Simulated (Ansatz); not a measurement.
# In: which structure wins at one pressure

Which of bcc, hcp, diamond, omega, simple hexagonal has the lowest enthalpy for In at one common pressure? The runs shown use LAPW. Companion runs by PAW are cited.

Method: DFT, PBE, all-electron LAPW, scalar-relativistic, in Ansatz 0.2.0.

### 1 The starting structure

Symmetry: Im-3m, No. 229, cubic system. The conventional cell has a = 3.410 Å, b = 3.410 Å, c = 3.410 Å, α = 90.00°, β = 90.00°, γ = 90.00°. In (site symmetry m-3m) has 8 In at 2.95 Å as nearest neighbours.

Coordinates:

```
CELL_PARAMETERS angstrom
-1.70476 1.70476 1.70476
1.70476 -1.70476 1.70476
1.70476 1.70476 -1.70476
ATOMIC_POSITIONS crystal
In 0.00000 0.00000 0.00000
```

### 2 Bcc relaxed under pressure, LAPW

input.yaml reads:

```yaml
crystal:
  lattice:
    - [-1.7047575038, 1.7047575038, 1.7047575038]
    - [1.7047575038, -1.7047575038, 1.7047575038]
    - [1.7047575038, 1.7047575038, -1.7047575038]
  atoms:
    - { symbol: In, position: [0.0, 0.0, 0.0] }
kpoints:
  mp_grid: { grid: [16, 16, 16] }
scf:
  occupations: { method: fermi_dirac, width: 0.08 }
hamiltonian:
  xc: pbe
  pseudopotentials: { kind: all_electron, lapw: { basis_error: 0.0005 } }
output:
  forces: true
  stress: true
  eigenvalues: true
relax:
  f_tol: 0.005
  max_steps: 12
  cell: { p_target: 28.0, stress_tol: 0.03 }
```

Command:

```
ansatz run input.yaml --threads 1 --pin off --max-ram 3584MiB --backend cpu --events-out ev --progress --plain --runs-dir out
```

The program printed, shortened:

```text
[...]
LAPW: plane waves up to 8.317 Å⁻¹, error target 5.0e-4 eV per atom; small_component_spin mean_spin; In in spheres of 1.432 Å, 21 of its electrons in bands, Dirac shells []
[...]
Pseudopotentials: kind: all_electron
Pseudopotential: In, LAPW, valence charge 21, Koelling and Harmon's equation, gaussian nucleus
Functional definition: PBE
[...]
Crystal: 1 atoms, lattice volume = 19.817 Å³
Basis set: ecut = 263.55600210501956 eV, 201 PW (Γ), exchange–correlation at level 2
Bands: 15, of which v1, the nominal top of the filled ones, is band 11 counted from 1 (10 counted from 0)
Symmetry: 48 space group operations
Space group: Im-3m (ITA 229), of the structure as read, at distance tolerance 2.7e-5 Å
k-points: 145 of 4096
[...]
SCF iter   1: F=—  HF=-160045.522641 eV  |F-HF|=—  |Δ(HF+E_count)|=         —  Δρ=1.06e-2  dr2=1.51e-2  ethr=7.16e-5  ⟨swp⟩=3.4  Hψ=15668  notcnv=0
[...]
relax step   1: F+E_penalty+E_count = -160045.47105399 eV  Δ(F+E_penalty+E_count) = +0.000e0 eV  max|allowed force component| = 0.000e0 eV/Å  Δτ_max = 0.0000 Å  P = +28.001 GPa  Ω = 19.817 Å³  (7 SCF iters, accepted)
[...]
relax step   2: F+E_penalty+E_count = -160045.47105399 eV  Δ(F+E_penalty+E_count) = -6.112e-10 eV  max|allowed force component| = 0.000e0 eV/Å  Δτ_max = 0.0000 Å  P = +28.001 GPa  Ω = 19.817 Å³  stress off target by 6.21e-4 GPa  SCF on the basis re-selected at this cell (its energy is not [...]
SCF converged after 2 iterations
Free energy (F): -160045.471054 eV
[...]
E sigma→0 (E₀):  -160045.466038 eV
Entropy (-TS):   -0.010033 eV (-10.033 meV/atom)
Fermi energy:    19.194725 eV
[...]
--- Forces (eV/Å), atoms counted from 1 ---
  atom   1  In    -0.00000000    -0.00000000     0.00000000
[...]
--- Stress (GPa, compression-positive) ---
       28.000621       0.000000       0.000000
        0.000000      28.000621       0.000000
        0.000000       0.000000      28.000621
  P = ⅓ Tr σ = 28.0006 GPa (280.006 kbar)
--- Band table (eV; the first three rows and the last of 145) ---
  k-point 0: bands = ["-96.6381", "-55.1091", "-55.1091", "-55.1091", "3.9083", "3.9083", "3.9083", "4.4541", "4.4541", "7.3661", "32.7956", "32.7956", "32.7956", "33.7362", "33.7362"]
[...]
--- Relaxed structure (1 steps of the walk, 1 accepted, 1 SCFs on fresh bases) ---
  F+E_penalty+E_count = -160045.47105399 eV   max|allowed force component| = 0.000e0 eV/Å   (the final SCF, on the basis selected at the relaxed cell)
  cell:  # Å, volume = 19.8175 Å³
    - [-1.7047575038, 1.7047575038, 1.7047575038]
    - [1.7047575038, -1.7047575038, 1.7047575038]
    - [1.7047575038, 1.7047575038, -1.7047575038]
  atoms:
    - { symbol: In, position: [0.0, 0.0, 0.0] }
```

It took 9.6 s on 1 thread of Intel Xeon 6975P-C (Granite Rapids), shared host; peak memory 0.39 GiB.

The steps of the relaxation:

```
step  energy from step 1 (eV/cell)  largest force component (eV/Å)  pressure (GPa)  volume (Å³)
   1                        0.0000                          0.0000           28.00        19.82
   2                        0.0000                          0.0000           28.00        19.82
```

Step 1 is the start. Step 2 repeats the geometry before on a plane-wave basis chosen anew for that cell, so the energy can jump there without any move; the table keeps such jumps.

| input's cell | before | after | change |
| --- | --- | --- | --- |
| a (Å) | 2.953 | 2.953 | +0.0 % |
| b (Å) | 2.953 | 2.953 | +0.0 % |
| c (Å) | 2.953 | 2.953 | +0.0 % |
| volume (Å³/atom) | 19.82 | 19.82 | +0.0 % |

Result: pressure 28.00 GPa; no gap.

### 3 Hcp relaxed under pressure, LAPW

input.yaml reads:

```yaml
crystal:
  lattice:
    - [3.0118530389, 0.0, 0.0]
    - [-1.5059265194, 2.6083412441, 0.0]
    - [0.0, 0.0, 5.0223781933]
  atoms:
    - { symbol: In, position: [0.3333333333, 0.6666666667, 0.25] }
    - { symbol: In, position: [0.6666666667, 0.3333333333, 0.75] }
kpoints:
  mp_grid: { grid: [15, 15, 8] }
scf:
  occupations: { method: fermi_dirac, width: 0.08 }
hamiltonian:
  xc: pbe
  pseudopotentials: { kind: all_electron, lapw: { basis_error: 0.0005 } }
output:
  forces: true
  stress: true
  eigenvalues: true
relax:
  f_tol: 0.005
  max_steps: 12
  cell: { p_target: 28.0, stress_tol: 0.03 }
```

Command:

```
ansatz run input.yaml --threads 1 --pin off --max-ram 3584MiB --backend cpu --events-out ev --progress --plain --runs-dir out
```

The program printed, shortened:

```text
[...]
LAPW: plane waves up to 8.122 Å⁻¹, error target 5.0e-4 eV per atom; small_component_spin mean_spin; In in spheres of 1.461 Å, 21 of its electrons in bands, Dirac shells []
[...]
[... 3 set-up lines as earlier in the session ...]
[...]
Crystal: 2 atoms, lattice volume = 39.456 Å³
Basis set: ecut = 251.31556500449213 eV, 361 PW (Γ), exchange–correlation at level 2
Bands: 26, of which v1, the nominal top of the filled ones, is band 21 counted from 1 (20 counted from 0)
Symmetry: 24 space group operations
Space group: P63/mmc (ITA 194), of the structure as read, at distance tolerance 3.4e-5 Å
k-points: 135 of 1800
[...]
SCF iter   1: F=—  HF=-320091.066086 eV  |F-HF|=—  |Δ(HF+E_count)|=         —  Δρ=1.01e-2  dr2=2.52e-2  ethr=5.97e-5  ⟨swp⟩=3.1  Hψ=24670  notcnv=0
[...]
  atom   1  In     0.00000000    -0.00000000    -0.00000000
  atom   2  In    -0.00000000     0.00000000     0.00000000
[...]
--- Stress (GPa, compression-positive) ---
       27.985370      -0.000000       0.000000
       -0.000000      27.985370       0.000000
        0.000000       0.000000      27.987159
  P = ⅓ Tr σ = 27.9860 GPa (279.860 kbar)
--- Band table (eV; the first three rows and the last of 135) ---
[... band rows left out ...]
[...]
--- Relaxed structure (1 steps of the walk, 1 accepted, 1 SCFs on fresh bases) ---
  F+E_penalty+E_count = -320090.96139072 eV   max|allowed force component| = 1.735e-17 eV/Å   (the final SCF, on the basis selected at the relaxed cell)
  cell:  # Å, volume = 39.4555 Å³
    - [3.0118530388695386, -2.8867470419099807e-11, 0.0]
    - [-1.505926519409769, 2.6083412441408145, 0.0]
    - [0.0, 0.0, 5.0223781933]
  atoms:
    - { symbol: In, position: [0.33333333333333337, 0.6666666666666666, 0.25000000000000006] }
    - { symbol: In, position: [0.6666666666666666, 0.3333333333333333, 0.7500000000000001] }
```

Wall time 22 s (1 thread of Intel Xeon 6975P-C (Granite Rapids), shared host); peak memory 0.58 GiB.

Relaxation path:

```
step  energy from step 1 (eV/cell)  largest force component (eV/Å)  pressure (GPa)  volume (Å³)
   1                        0.0000                          0.0000           27.99        39.46
   2                        0.0000                          0.0000           27.99        39.46
```

Step 1 is the start. Step 2 repeats the geometry before on a plane-wave basis chosen anew for that cell, so the energy can jump there without any move; the table keeps such jumps.

| input's cell | before | after | change |
| --- | --- | --- | --- |
| a (Å) | 3.012 | 3.012 | -0.0 % |
| b (Å) | 3.012 | 3.012 | -0.0 % |
| c (Å) | 5.022 | 5.022 | +0.0 % |
| volume (Å³/atom) | 19.73 | 19.73 | -0.0 % |

Result: pressure 27.99 GPa; no gap.

### 4 Diamond relaxed under pressure, LAPW

input.yaml reads:

```yaml
crystal:
  lattice:
    - [0.0, 2.9205112952, 2.9205112952]
    - [2.9205112952, 0.0, 2.9205112952]
    - [2.9205112952, 2.9205112952, 0.0]
  atoms:
    - { symbol: In, position: [-0.125, -0.125, -0.125] }
    - { symbol: In, position: [0.125, 0.125, 0.125] }
kpoints:
  mp_grid: { grid: [12, 12, 12] }
scf:
  occupations: { method: fermi_dirac, width: 0.08 }
hamiltonian:
  xc: pbe
  pseudopotentials: { kind: all_electron, lapw: { basis_error: 0.0005 } }
output:
  forces: true
  stress: true
  eigenvalues: true
relax:
  f_tol: 0.005
  max_steps: 12
  cell: { p_target: 28.0, stress_tol: 0.03 }
```

Command:

```
ansatz run input.yaml --threads 1 --pin off --max-ram 3584MiB --backend cpu --events-out ev --progress --plain --runs-dir out
```

The program printed, shortened:

```text
[...]
LAPW: plane waves up to 9.958 Å⁻¹, error target 5.0e-4 eV per atom; small_component_spin mean_spin; In in spheres of 1.227 Å, 31 of its electrons in bands, Dirac shells []
[...]
[... 1 set-up line as earlier in the session ...]
Pseudopotential: In, LAPW, valence charge 31, Koelling and Harmon's equation, gaussian nucleus
[... 1 set-up line as earlier in the session ...]
[...]
Crystal: 2 atoms, lattice volume = 49.820 Å³
Basis set: ecut = 377.7872671360103 eV, 869 PW (Γ), exchange–correlation at level 2
Bands: 38, of which v1, the nominal top of the filled ones, is band 31 counted from 1 (30 counted from 0)
[... 1 set-up line as earlier in the session ...]
Space group: Fd-3m (ITA 227), of the structure as read, at distance tolerance 3.7e-5 Å
k-points: 72 of 1728
[...]
SCF iter   1: F=—  HF=-320089.846498 eV  |F-HF|=—  |Δ(HF+E_count)|=         —  Δρ=1.59e-2  dr2=6.97e-2  ethr=1.11e-4  ⟨swp⟩=3.1  Hψ=17195  notcnv=0
[...]
Fermi energy:    13.891772 eV
[...]
--- Forces (eV/Å), atoms counted from 1 ---
  atom   1  In     0.00000000     0.00000000    -0.00000000
  atom   2  In    -0.00000000     0.00000000    -0.00000000
[...]
--- Stress (GPa, compression-positive) ---
       28.018018      -0.000000       0.000000
       -0.000000      28.018018       0.000000
        0.000000       0.000000      28.018018
  P = ⅓ Tr σ = 28.0180 GPa (280.180 kbar)
--- Band table (eV; the first three rows and the last of 72) ---
[...]
--- Relaxed structure (1 steps of the walk, 1 accepted, 1 SCFs on fresh bases) ---
  F+E_penalty+E_count = -320089.77193054 eV   max|allowed force component| = 1.735e-18 eV/Å   (the final SCF, on the basis selected at the relaxed cell)
  cell:  # Å, volume = 49.8203 Å³
    - [0.0, 2.9205112952, 2.9205112952]
    - [2.9205112952, 0.0, 2.9205112952]
    - [2.9205112952, 2.9205112952, 0.0]
  atoms:
    - { symbol: In, position: [-0.12499999999999999, -0.12499999999999999, -0.12499999999999999] }
    - { symbol: In, position: [0.12499999999999999, 0.12499999999999999, 0.12499999999999999] }
```

Run time: 28 s. Hardware: 1 thread of Intel Xeon 6975P-C (Granite Rapids), shared host; peak memory 0.59 GiB.

Step by step:

```
step  energy from step 1 (eV/cell)  largest force component (eV/Å)  pressure (GPa)  volume (Å³)
   1                        0.0000                          0.0000           28.02        49.82
   2                        0.0000                          0.0000           28.02        49.82
```

Step 1 is the start. Step 2 repeats the geometry before on a plane-wave basis chosen anew for that cell, so the energy can jump there without any move; the table keeps such jumps.

| input's cell | before | after | change |
| --- | --- | --- | --- |
| a (Å) | 4.130 | 4.130 | -0.0 % |
| b (Å) | 4.130 | 4.130 | -0.0 % |
| c (Å) | 4.130 | 4.130 | -0.0 % |
| volume (Å³/atom) | 24.91 | 24.91 | -0.0 % |

Read from it: pressure 28.02 GPa; no gap.

### 5 Omega relaxed under pressure, LAPW

input.yaml reads:

```yaml
crystal:
  lattice:
    - [4.8581171904, 0.0, 0.0]
    - [-2.4290585952, 4.2072529014, 0.0]
    - [0.0, 0.0, 2.9181990166]
  atoms:
    - { symbol: In, position: [0.0, 0.0, 0.0] }
    - { symbol: In, position: [0.3333333333, 0.6666666667, 0.5] }
    - { symbol: In, position: [0.6666666667, 0.3333333333, 0.5] }
kpoints:
  mp_grid: { grid: [8, 8, 11] }
scf:
  occupations: { method: fermi_dirac, width: 0.08 }
hamiltonian:
  xc: pbe
  pseudopotentials: { kind: all_electron, lapw: { basis_error: 0.0005 } }
output:
  forces: true
  stress: true
  eigenvalues: true
relax:
  f_tol: 0.005
  max_steps: 12
  cell: { p_target: 28.0, stress_tol: 0.03 }
```

Command:

```
ansatz run input.yaml --threads 1 --pin off --max-ram 3584MiB --backend cpu --events-out ev --progress --plain --runs-dir out
```

The program printed, shortened:

```text
[...]
LAPW: plane waves up to 8.839 Å⁻¹, error target 5.0e-4 eV per atom; small_component_spin mean_spin; In in spheres of 1.360 Å, 21 of its electrons in bands, Dirac shells []
[...]
[... 3 set-up lines as earlier in the session ...]
[...]
Crystal: 3 atoms, lattice volume = 59.646 Å³
Basis set: ecut = 297.66170659405867 eV, 681 PW (Γ), exchange–correlation at level 2
Bands: 38, of which v1, the nominal top of the filled ones, is band 32 counted from 1 (31 counted from 0)
[... 1 set-up line as earlier in the session ...]
Space group: P6/mmm (ITA 191), of the structure as read, at distance tolerance 3.9e-5 Å
k-points: 60 of 704
[...]
SCF iter   1: F=—  HF=-480136.518838 eV  |F-HF|=—  |Δ(HF+E_count)|=         —  Δρ=1.31e-2  dr2=8.05e-2  ethr=1.27e-4  ⟨swp⟩=3.0  Hψ=15373  notcnv=0
[...]
  atom   1  In     0.00000000    -0.00000000     0.00000000
  atom   2  In    -0.00000000    -0.00000000     0.00000000
  atom   3  In    -0.00000000     0.00000000     0.00000000
[...]
--- Stress (GPa, compression-positive) ---
       27.984800      -0.000000       0.000000
       -0.000000      27.984800       0.000000
        0.000000       0.000000      27.999722
  P = ⅓ Tr σ = 27.9898 GPa (279.898 kbar)
--- Band table (eV; the first three rows and the last of 60) ---
[...]
--- Relaxed structure (1 steps of the walk, 1 accepted, 1 SCFs on fresh bases) ---
  F+E_penalty+E_count = -480136.36100087 eV   max|allowed force component| = 3.469e-18 eV/Å   (the final SCF, on the basis selected at the relaxed cell)
  cell:  # Å, volume = 59.6460 Å³
    - [4.858117190372124, 0.0, 0.0]
    - [-2.429058595186062, 4.207252901424141, 0.0]
    - [0.0, 0.0, 2.9181990166]
  atoms:
    - { symbol: In, position: [0.0, 0.0, 0.0] }
    - { symbol: In, position: [0.3333333333333333, 0.6666666666666666, 0.5] }
    - { symbol: In, position: [0.6666666666666666, 0.3333333333333333, 0.5] }
```

It took 28 s on 1 thread of Intel Xeon 6975P-C (Granite Rapids), shared host; peak memory 0.57 GiB.

The steps of the relaxation:

```
step  energy from step 1 (eV/cell)  largest force component (eV/Å)  pressure (GPa)  volume (Å³)
   1                        0.0000                          0.0000           27.99        59.65
   2                        0.0000                          0.0000           27.99        59.65
```

Step 1 is the start. Step 2 repeats the geometry before on a plane-wave basis chosen anew for that cell, so the energy can jump there without any move; the table keeps such jumps.

| input's cell | before | after | change |
| --- | --- | --- | --- |
| a (Å) | 4.858 | 4.858 | +0.0 % |
| b (Å) | 4.858 | 4.858 | +0.0 % |
| c (Å) | 2.918 | 2.918 | -0.0 % |
| volume (Å³/atom) | 19.88 | 19.88 | +0.0 % |

Read from it: pressure 27.99 GPa; no gap.

### 6 Simple hexagonal relaxed under pressure, LAPW

input.yaml reads:

```yaml
crystal:
  lattice:
    - [2.9035975863, 0.0, 0.0]
    - [-1.4517987931, 2.5145892721, 0.0]
    - [0.0, 0.0, 2.7596321828]
  atoms:
    - { symbol: In, position: [0.0, 0.0, 0.0] }
kpoints:
  mp_grid: { grid: [15, 15, 14] }
scf:
  occupations: { method: fermi_dirac, width: 0.08 }
hamiltonian:
  xc: pbe
  pseudopotentials: { kind: all_electron, lapw: { basis_error: 0.0005 } }
output:
  forces: true
  stress: true
  eigenvalues: true
relax:
  f_tol: 0.005
  max_steps: 12
  cell: { p_target: 28.0, stress_tol: 0.03 }
```

Command:

```
ansatz run input.yaml --threads 1 --pin off --max-ram 3584MiB --backend cpu --events-out ev --progress --plain --runs-dir out
```

The program printed, shortened:

```text
[...]
LAPW: plane waves up to 9.009 Å⁻¹, error target 5.0e-4 eV per atom; small_component_spin mean_spin; In in spheres of 1.338 Å, 21 of its electrons in bands, Dirac shells []
[...]
[... 3 set-up lines as earlier in the session ...]
[...]
Crystal: 1 atoms, lattice volume = 20.149 Å³
Basis set: ecut = 309.1935141364624 eV, 241 PW (Γ), exchange–correlation at level 2
Bands: 15, of which v1, the nominal top of the filled ones, is band 11 counted from 1 (10 counted from 0)
[... 1 set-up line as earlier in the session ...]
Space group: P6/mmm (ITA 191), of the structure as read, at distance tolerance 2.7e-5 Å
k-points: 216 of 3150
[...]
SCF iter   1: F=—  HF=-160045.480539 eV  |F-HF|=—  |Δ(HF+E_count)|=         —  Δρ=1.40e-2  dr2=2.42e-2  ethr=1.15e-4  ⟨swp⟩=3.1  Hψ=23023  notcnv=0
[...]
Fermi energy:    18.577578 eV
[...]
--- Forces (eV/Å), atoms counted from 1 ---
  atom   1  In     0.00000000     0.00000000     0.00000000
[...]
--- Stress (GPa, compression-positive) ---
       28.007924       0.000000      -0.000000
        0.000000      28.007924      -0.000000
       -0.000000      -0.000000      28.000029
  P = ⅓ Tr σ = 28.0053 GPa (280.053 kbar)
--- Band table (eV; the first three rows and the last of 216) ---
  k-point 0: bands = ["-97.1840", "-55.6531", "-55.6531", "-55.6282", "2.7167", "3.4292", "3.4292", "4.1833", "4.1833", "7.0385", "27.0536", "30.8487", "30.8487", "30.9000", "31.3171"]
[...]
--- Relaxed structure (1 steps of the walk, 1 accepted, 1 SCFs on fresh bases) ---
  F+E_penalty+E_count = -160045.42672416 eV   max|allowed force component| = 0.000e0 eV/Å   (the final SCF, on the basis selected at the relaxed cell)
  cell:  # Å, volume = 20.1491 Å³
    - [2.90359758629828, -2.8867511234931722e-11, 0.0]
    - [-1.45179879312414, 2.514589272115923, 0.0]
    - [0.0, 0.0, 2.7596321828]
  atoms:
    - { symbol: In, position: [0.0, 0.0, 0.0] }
```

Wall time 13 s (1 thread of Intel Xeon 6975P-C (Granite Rapids), shared host); peak memory 0.45 GiB.

Relaxation path:

```
step  energy from step 1 (eV/cell)  largest force component (eV/Å)  pressure (GPa)  volume (Å³)
   1                        0.0000                          0.0000           28.01        20.15
   2                        0.0000                          0.0000           28.01        20.15
```

Step 1 is the start. Step 2 repeats the geometry before on a plane-wave basis chosen anew for that cell, so the energy can jump there without any move; the table keeps such jumps.

| input's cell | before | after | change |
| --- | --- | --- | --- |
| a (Å) | 2.904 | 2.904 | +0.0 % |
| b (Å) | 2.904 | 2.904 | +0.0 % |
| c (Å) | 2.760 | 2.760 | +0.0 % |
| volume (Å³/atom) | 20.15 | 20.15 | +0.0 % |

In short: pressure 28.01 GPa; no gap.

### 7 The series in one table

Rows by PAW come from runs of the same series that aren't printed here.

Enthalpy per atom, H = F + pV at p = 28 GPa, from each method's lowest phase:

| method | start | space group, start → end | volume (Å³/atom) | pressure (GPa) | enthalpy (meV/atom) |
| --- | --- | --- | --- | --- | --- |
| LAPW | bcc | Im-3m → Im-3m | 19.817 | 28.0 | 25.3 |
| LAPW | hcp | P6_3/mmc → P6_3/mmc | 19.728 | 28.0 | 0.0 |
| LAPW | diamond | Fd-3m → Fd-3m | 24.910 | 28.0 | 1500.4 |
| LAPW | omega | P6/mmm → P6/mmm | 19.882 | 28.0 | 54.0 |
| LAPW | simple hexagonal | P6/mmm → P6/mmm | 20.149 | 28.0 | 127.6 |
| PAW | bcc | Im-3m → Im-3m | 19.817 | 28.0 | 25.3 |
| PAW | hcp | P6_3/mmc → P6_3/mmc | 19.728 | 28.0 | 0.0 |
| PAW | diamond | Fd-3m → Fd-3m | 24.910 | 28.0 | 1499.9 |
| PAW | omega | P6/mmm → P6/mmm | 19.882 | 28.0 | 54.0 |
| PAW | simple hexagonal | P6/mmm → P6/mmm | 20.149 | 28.0 | 127.3 |

### 8 Outcome

| quantity | value |
| --- | --- |
| pressure | 28 GPa |
| lowest (LAPW) | hcp, 25.3 meV/atom under bcc |
| lowest (PAW) | hcp, 25.3 meV/atom under bcc |

In words: By LAPW the order is hcp < bcc < omega < simple hexagonal < diamond. By PAW the order is hcp < bcc < omega < simple hexagonal < diamond. The methods agree on the lowest phase. Only these structures were tried, with electrons smeared by 0.08 eV and without vibrations, so the true ground state may be another. The k meshes differ between phases and weren't tested, which can move differences by some meV.
